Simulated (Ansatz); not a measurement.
## MgO: from Born charge to LO–TO splitting and polaron coupling

Level of theory: DFT PBEsol, scalar-relativistic, plane waves, PAW in Ansatz. Settings: 420 eV plane-wave cutoff, Γ-centred 10×10×10 mesh, fixed occupations. No spin polarisation. Phonons by linear response, acoustic sum rule imposed.

The cell, relaxed at this level:
```
Mg O
1.0
     0.00000    2.10709    2.10709
     2.10709    0.00000    2.10709
     2.10709    2.10709    0.00000
Mg O
1 1
Direct
  0.00000 0.00000 0.00000
  0.50000 0.50000 0.50000
```

Linear response gives ν_TO = 387.5 cm⁻¹, Born charges ±1.980 e (positive on Mg) and ε∞ = 3.245. The primitive cell holds 18.710 Å³, and the masses are 24.305 and 15.999 amu.

Question: Find ν_LO and the static dielectric constant.

Answer: The long-wave field adds a restoring force: ω_LO² − ω_TO² = Z*²e²/(ε_vac ε∞ μV). In these units ν_LO² − ν_TO² = 4.92064×10⁷ Z*²/(μ V ε∞) cm⁻², with μ = m₁m₂/(m₁ + m₂) = 9.648 amu: 329391 cm⁻². So ν_LO = √(387.5² + 329391) = 692.5 cm⁻¹, and the run gives 692.5. Lyddane–Sachs–Teller then gives ε0 = ε∞ (ν_LO/ν_TO)² = 10.36, against 10.36 in the run (it forms both from the same three quantities, so the match checks the arithmetic only). Between ν_TO and ν_LO the dielectric function is negative and an undamped crystal reflects fully: a reststrahlen band from 14.4 to 25.8 μm.

Question: What do the Clausius–Mossotti polarisability and the Szigeti charge come to?

Answer: With the Lorentz local field, α = (3V/4π)(ε∞ − 1)/(ε∞ + 2) = 1.91 Å³ for the pair, and e_S = 3Z*/(ε∞ + 2) = 1.13 e. The Born charge includes the electrons' response to the dipole's own local field, and e_S takes that enhancement out. The Lorentz field assumes point-like polarisable ions, a fair picture at this small ε∞.

Question: How strongly does a slow electron couple to the LO mode?

Answer: For one isotropic parabolic band, Fröhlich's constant is α_F = (1/ε∞ − 1/ε0) √(m* Ry/ħω_LO), with Ry = 13.606 eV, ħω_LO = 85.9 meV and m* in free-electron masses: α_F = 0.2116 × 12.59 × √m* = 2.66 √m*. The band mass isn't part of this run; for m* = 0.1, 0.3 and 1 it gives 0.84, 1.46, 2.66. In weak coupling the polaron lies α_F ħω_LO below the band edge (125 meV at m* = 0.3) with a mass m*(1 + α_F/6); past α_F of about 5 or 6 that expansion fails. A semilocal functional's ε∞ tends to be too large, which taken alone lowers α_F.

Cost: 1 run of about 0.11 core-minutes, on Intel Xeon Platinum 8488C (Sapphire Rapids) (shared hosts).

The Born charge of 1.980 e is almost the nominal ionic value, as expected for closed-shell Mg²⁺ and O²⁻ with little charge transfer during the displacement. Perovskite oxides with empty cation d states behave differently, since changing p–d hybridisation there pushes the charge well above nominal. The wide LO–TO splitting thus needs no anomalous charge: nearly full ionic charges, light atoms, a small cell and weak electronic screening suffice. Most of the static dielectric constant comes from the lattice. It lies somewhat above experiment, probably in part because the TO mode is slightly too soft.

The smaller Szigeti charge doesn't mean that MgO is half covalent; it largely reflects distortion of the soft oxide electron cloud by short-range overlap as the ions move.

The Fröhlich estimate suits an electron in the dispersive, s-like conduction band, where a light mass favours a large polaron. It can't be carried over to holes, whose flat, degenerate O 2p bands break the single-band assumption and may allow self-trapping.
